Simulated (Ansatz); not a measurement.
TiAl: symmetry broken, then relaxed

Level of theory: DFT r2SCAN, scalar-relativistic, plane waves, PAW (Ansatz 0.2.0). The runs took a 500 eV cutoff, a Γ-centred 12×12×8 mesh and Gaussian smearing (0.15 eV). No spin polarisation. Energies are free energies at this smearing, counted from the undisturbed cell; pressure is positive in compression.

Zero of the scan (relaxed at this level; it needn't be the usual structure):

```yaml
crystal:
  lattice:
    - [2.86860, 0.00000, 0.00000]
    - [-1.43430, 2.48428, 0.00000]
    - [0.00000, 0.00000, 4.63387]
  atoms:
    - { symbol: Ti, position: [0.00000, 0.00000, 0.00000] }
    - { symbol: Al, position: [0.33333, 0.66667, 0.50000] }
```

The atoms are displaced (Å, in the unstrained cell):

```tsv
atom	ux	uy	uz
Ti1	-0.005	0.005	-0.002
Al2	0.005	-0.005	0.002
```

The cell is strained by (-0.0443, 0.0054, 0.0389, -0.1386, 0.1901, 0.1167) (xx, yy, zz, yz, xz, xy; engineering shear). Cell and atoms are then relaxed.

Does the relaxation return to the undisturbed structure?

No. It ends 180.0 meV/atom below it. The disturbance itself cost 214.0 meV/atom. The final space group reads P4/mmm (tolerance 0.05 Å) and the volume changes by -2.77 %.

Final structure:

```
Ti Al
1.0
     2.71723    0.73481    0.01615
    -0.73520    2.71712   -0.00473
    -0.02422    0.00050    4.05232
Ti Al
1 1
Direct
  0.91667 0.08334 0.00000
  0.41666 0.58333 0.50000
```

The relaxation, step by step (energy from the first step; small jumps at an unchanged geometry come where the plane waves are selected anew for the new cell):

| step | ΔE (meV/atom) | largest force component (eV/Å) | pressure (GPa) |
| --- | --- | --- | --- |
| 1 | 0.0 | 0.889 | 4.53 |
| 2 | -155.8 | 0.244 | 1.29 |
| 3 | -201.8 | 0.126 | 1.42 |
| 4 | -213.8 | 0.054 | -0.86 |
| 5 | -225.0 | 0.090 | -0.59 |
| 6 | -260.5 | 0.161 | -0.47 |
| 7 | -302.1 | 0.138 | 0.82 |
| 8 | -348.9 | 0.142 | 1.56 |
| 9 | -380.4 | 0.027 | 0.63 |
| 10 | -385.8 | 0.002 | 0.23 |
| 11 | -386.0 | 0.000 | -0.04 |
| 12 | -393.0 | 0.000 | 0.55 |
| 13 | -394.0 | 0.001 | 0.15 |
| 14 | -394.0 | 0.000 | 0.01 |
| 15 | -394.0 | 0.000 | 0.01 |

Frames along the relaxation (Å, eV/Å):

```xyz
2
Lattice="2.742 0.167 0.273 -1.226 2.414 -0.308 0.440 -0.321 4.814" Properties=species:S:1:pos:R:3:forces:R:3 pbc="T T T" step=1
Ti   -0.005    0.005   -0.003   -0.889    0.298    0.618
Al    0.322    1.499    2.295    0.889   -0.298   -0.618
2
Lattice="2.781 0.137 0.191 -1.271 2.438 -0.215 0.309 -0.225 4.729" Properties=species:S:1:pos:R:3:forces:R:3 pbc="T T T" step=2
Ti   -0.105    0.034   -0.001   -0.244    0.181   -0.075
Al    0.339    1.525    2.286    0.244   -0.181    0.075
2
Lattice="2.803 0.142 0.111 -1.281 2.468 -0.111 0.180 -0.107 4.585" Properties=species:S:1:pos:R:3:forces:R:3 pbc="T T T" step=3
Ti   -0.152    0.084   -0.019   -0.015    0.008    0.126
Al    0.322    1.555    2.275    0.015   -0.008   -0.126
2
Lattice="2.763 0.219 0.049 -1.197 2.512 -0.047 0.053 -0.035 4.566" Properties=species:S:1:pos:R:3:forces:R:3 pbc="T T T" step=4
Ti   -0.176    0.105   -0.003   -0.054    0.015   -0.027
Al    0.326    1.625    2.271    0.054   -0.015    0.026
2
Lattice="2.738 0.282 0.014 -1.130 2.520 -0.010 -0.018 0.008 4.519" Properties=species:S:1:pos:R:3:forces:R:3 pbc="T T T" step=5
Ti   -0.221    0.129    0.002   -0.090    0.048   -0.051
Al    0.371    1.649    2.255    0.090   -0.048    0.051
2
Lattice="2.701 0.384 -0.034 -1.026 2.551 0.040 -0.117 0.064 4.450" Properties=species:S:1:pos:R:3:forces:R:3 pbc="T T T" step=6
Ti   -0.268    0.155    0.016   -0.126    0.080   -0.161
Al    0.426    1.705    2.225    0.126   -0.080    0.161
2
Lattice="2.674 0.483 -0.049 -0.928 2.581 0.056 -0.152 0.078 4.359" Properties=species:S:1:pos:R:3:forces:R:3 pbc="T T T" step=7
Ti   -0.312    0.174    0.021    0.064    0.046   -0.138
Al    0.509    1.747    2.179   -0.064   -0.047    0.138
2
Lattice="2.675 0.574 -0.021 -0.851 2.618 0.029 -0.099 0.045 4.237" Properties=species:S:1:pos:R:3:forces:R:3 pbc="T T T" step=8
Ti   -0.314    0.174    0.015    0.142    0.010   -0.120
Al    0.590    1.786    2.115   -0.142   -0.010    0.120
2
Lattice="2.694 0.656 0.014 -0.791 2.663 -0.004 -0.032 0.006 4.140" Properties=species:S:1:pos:R:3:forces:R:3 pbc="T T T" step=9
Ti   -0.293    0.167    0.000    0.027    0.005   -0.023
Al    0.648    1.830    2.071   -0.027   -0.005    0.024
2
Lattice="2.716 0.702 0.015 -0.763 2.700 -0.005 -0.022 -0.001 4.054" Properties=species:S:1:pos:R:3:forces:R:3 pbc="T T T" step=10
Ti   -0.290    0.166   -0.002    0.001    0.000   -0.002
Al    0.676    1.867    2.030   -0.001    0.000    0.002
2
Lattice="2.712 0.710 0.016 -0.753 2.699 -0.006 -0.024 -0.001 4.069" Properties=species:S:1:pos:R:3:forces:R:3 pbc="T T T" step=11
Ti   -0.289    0.166   -0.002    0.000    0.000    0.000
Al    0.678    1.870    2.038    0.000    0.000    0.000
2
Lattice="2.712 0.710 0.016 -0.753 2.699 -0.006 -0.024 -0.001 4.069" Properties=species:S:1:pos:R:3:forces:R:3 pbc="T T T" step=12
Ti   -0.289    0.166   -0.002    0.000    0.000    0.000
Al    0.678    1.870    2.038    0.000    0.000    0.000
2
Lattice="2.716 0.732 0.016 -0.738 2.715 -0.005 -0.024 0.000 4.053" Properties=species:S:1:pos:R:3:forces:R:3 pbc="T T T" step=13
Ti   -0.288    0.165   -0.002    0.001    0.000    0.000
Al    0.690    1.888    2.030   -0.001    0.000    0.000
2
Lattice="2.717 0.735 0.016 -0.735 2.717 -0.005 -0.024 0.001 4.052" Properties=species:S:1:pos:R:3:forces:R:3 pbc="T T T" step=14
Ti   -0.288    0.165   -0.002    0.000    0.000    0.000
Al    0.691    1.891    2.030    0.000    0.000    0.000
2
Lattice="2.717 0.735 0.016 -0.735 2.717 -0.005 -0.024 0.001 4.052" Properties=species:S:1:pos:R:3:forces:R:3 pbc="T T T" step=15
Ti   -0.288    0.165   -0.002    0.000    0.000    0.000
Al    0.691    1.891    2.030    0.000    0.000    0.000
```

Cost: 3 runs of about 9.3 core-minutes in all, on AMD EPYC 7R43 (Zen 3) (shared hosts).